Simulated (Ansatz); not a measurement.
Relaxed structure of H2O on the (110) surface of Ta, one molecule per 30.5 Å² (the molecule's atoms stand last):

```
Ta O H
1.0
     5.68969    0.00000    0.00000
    -1.89656    5.36430    0.00000
     0.00000    0.00000   22.64562
Ta O H
12 1 2
Direct
  0.25000 0.25000 0.35327
  0.25000 0.75000 0.35327
  0.75000 0.25000 0.35327
  0.75000 0.75000 0.35327
  0.50048 0.50058 0.45350
  0.49978 0.00069 0.45274
  0.00078 0.49970 0.45257
  0.99994 0.00014 0.45419
  0.74455 0.74652 0.55368
  0.75337 0.24778 0.55161
  0.24912 0.74641 0.55170
  0.25302 0.25555 0.56026
  0.24777 0.20025 0.66172
  0.39720 0.15271 0.66784
  0.10583 0.04283 0.66367
```

The calculation used Ansatz 0.2.0, DFT PBE+D3(BJ), scalar-relativistic, plane waves, PAW. Settings: cutoff 420 eV, Γ-centred mesh 4×4×1 on the computed 15-atom cell, Gaussian smearing of 0.10 eV; no spin polarisation. A dipole correction removes the field between periodic images along c.

The slab and the molecular layer are also computed alone at these places.

**Question.** How does the adsorption energy per molecule split into interaction and deformation?

**Answer.** E_ads = -0.724 eV: interaction of the rigid parts -0.821 eV, deformation of the slab +0.106 eV, deformation of the molecule with its lateral interactions -0.009 eV.

**Question.** How much charge moves across the plane at z = 13.84 Å, midway between slab and molecule?

**Answer.** No net charge (under 0.01 e); half the integral of |Δρ| is 0.41 e.